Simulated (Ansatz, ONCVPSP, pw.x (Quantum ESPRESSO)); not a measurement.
**pw.x on sc W: one setting changed**

Potential: optimised norm-conserving Vanderbilt (ONCV), ONCVPSP 4.0.1.1 (patched build), PBE; core [Kr] 4d10 4f14, reference 5s2 5p6 5d4 6s2; waves: 5s+6s: rc 1.95 bohr, ncon 4, nbas 7, qcut 7.5 1/bohr, 3 projectors, debl 1.2 Ha; 5p: rc 1.55 bohr, ncon 4, nbas 8, qcut 8.2 1/bohr, 1 projector; 5d: rc 2.50 bohr, ncon 4, nbas 9, qcut 5.1 1/bohr, 1 projector; local part: polynomial inside 1.30 bohr (lpopt 3, dvloc0 1 Ha); core correction: none.

The reference run (k-mesh 12³, cutoffs 70/280 Ry, Fermi–Dirac 0.01 Ry, mixing_beta 0.4, conv_thr 1e-9, no spin) gives -4.75 GPa at 18.539 Å³/atom, where all-electron LAPW gives -2.09 GPa. This run, with its own iteration cap, changes k-mesh shift to 1.

```
&control
  calculation='scf', prefix='x', pseudo_dir='./', outdir='./tmp', tstress=.true., disk_io='none'
/
&system
  ibrav=0, nat=1, ntyp=1, ecutwfc=70, ecutrho=280, nbnd=15,
  occupations='smearing', smearing='fd', degauss=0.01
/
&electrons
  conv_thr=1e-09, mixing_beta=0.4, electron_maxstep=70
/
ATOMIC_SPECIES
W 1.0 W.UPF
CELL_PARAMETERS angstrom
  2.64664343 0.00000000 0.00000000
  0.00000000 2.64664343 0.00000000
  0.00000000 0.00000000 2.64664343
ATOMIC_POSITIONS crystal
W 0.0000 0.0000 0.0000
K_POINTS automatic
12 12 12 1 1 1
```

```bash
pw.x < W.scf.in > W.scf.out
```

How does the run end?

It converges in 7 iterations; the free energy moves by +41.4 meV/atom and the pressure by +0.72 GPa.

```
Message from routine setup:
     using ibrav=0 with symmetry is DISCOURAGED, use correct ibrav instead
     lattice parameter (alat)  =       5.0014  a.u.
     unit-cell volume          =     125.1074 (a.u.)^3
     number of electrons       =        14.00
     number of Kohn-Sham states=           15
     kinetic-energy cutoff     =      70.0000  Ry
     charge density cutoff     =     280.0000  Ry
     scf convergence threshold =      1.0E-09
     Exchange-correlation= PBE
     number of k points=    56  Fermi-Dirac smearing, width (Ry)=  0.0100
     iteration #  1     ecut=    70.00 Ry     beta= 0.40
     total energy              =    -136.42738285 Ry
     estimated scf accuracy    <       0.02098916 Ry
     iteration #  2     ecut=    70.00 Ry     beta= 0.40
     total energy              =    -136.42774934 Ry
     estimated scf accuracy    <       0.00494045 Ry
     iteration #  3     ecut=    70.00 Ry     beta= 0.40
     total energy              =    -136.42802954 Ry
     estimated scf accuracy    <       0.00040386 Ry
     iteration #  4     ecut=    70.00 Ry     beta= 0.40
     total energy              =    -136.42804573 Ry
     estimated scf accuracy    <       0.00000231 Ry
     iteration #  5     ecut=    70.00 Ry     beta= 0.40
     total energy              =    -136.42804613 Ry
     estimated scf accuracy    <       0.00000028 Ry
     iteration #  6     ecut=    70.00 Ry     beta= 0.40
     total energy              =    -136.42804616 Ry
     estimated scf accuracy    <       0.00000004 Ry
     iteration #  7     ecut=    70.00 Ry     beta= 0.40
     the Fermi energy is    18.7191 ev
!    total energy              =    -136.42804616 Ry
     estimated scf accuracy    <          5.0E-10 Ry
     smearing contrib. (-TS)   =      -0.00562462 Ry
     The total energy is F=E-TS. E is the sum of the following terms:
     one-electron contribution =     -30.18691663 Ry
     hartree contribution      =      20.11661744 Ry
     xc contribution           =     -15.16188897 Ry
     ewald contribution        =    -111.19023339 Ry
     convergence has been achieved in   7 iterations
          total   stress  (Ry/bohr**3)                   (kbar)     P=      -40.29
     Message from routine punch:
     Nothing written, as per user request (disk_io='none')
```

The run took about 18 s on one core of a shared host (Neoverse-N1, 64 threads, 124 GiB, load 55).
